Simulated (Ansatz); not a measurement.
14N nuclear quadrupole resonance in TaN at a changed volume

Cell: an entry of the Crystallography Open Database (COD), relaxed with PBE at fixed cell and then changed (volume scaled by 0.98, ions relaxed).

Space group P-62m (No. 189); a = 5.1611, c = 2.8915 Å, γ = 120.00°.

```csv
site,Wyckoff,site symmetry,x,y,z
Ta1,2d,-6..,0.3333,0.6667,0.5000
Ta3,1a,-62m,0.0000,0.0000,0.0000
N,3f,m2m,0.3939,0.0000,0.0000
```

One atom of each set is listed.

Level of theory: DFT, PBE, plane waves and PAW, scalar-relativistic, collinear spin, 420 eV cutoff, Γ-centred 10×10×16 k-points, Fermi–Dirac smearing 0.05 eV (Ansatz 0.2.0). Start moments as typed (μB): 2 on each Ta, none on the rest.

14N: I = 1, Q = 20.44 mb (year-2017 value). Static lattice, zero field.

**Question.** Predict the zero-field 14N lines of each site.

**Answer.** For I = 1 the lines are ν± = (3/4)|C_Q|(1 ± η/3) and ν₀ = |C_Q|η/2.

```
site  atoms  V_zz (10²¹ V/m²)  C_Q (MHz)     η  line frequencies (MHz)
   N      3             -1.37     -0.678  0.35     0.118, 0.449, 0.567
```

At N V_zz points along its shortest bond, to Ta (within 1°).

The run finds no gap above 0.1 eV (a metal, or nearly one), so the gradients can move by 10 % or more with the k-mesh. Without spin–orbit coupling the gradients at and beside Ta can be off by some per cent, at some sites by more. At this changed cell the PBE pressure is 12 GPa. The start moments die out, and the run ends without spin.

The relaxation (3 steps) took 95 s of wall time (91 s of CPU time) and 0.85 GiB at its peak, on 1 thread of AMD EPYC 9R14 (Zen 4) (x86_64; 16 cores open to the job, memory cap 3.0 GiB, no GPU), a shared host with a load of 0.1 a core.
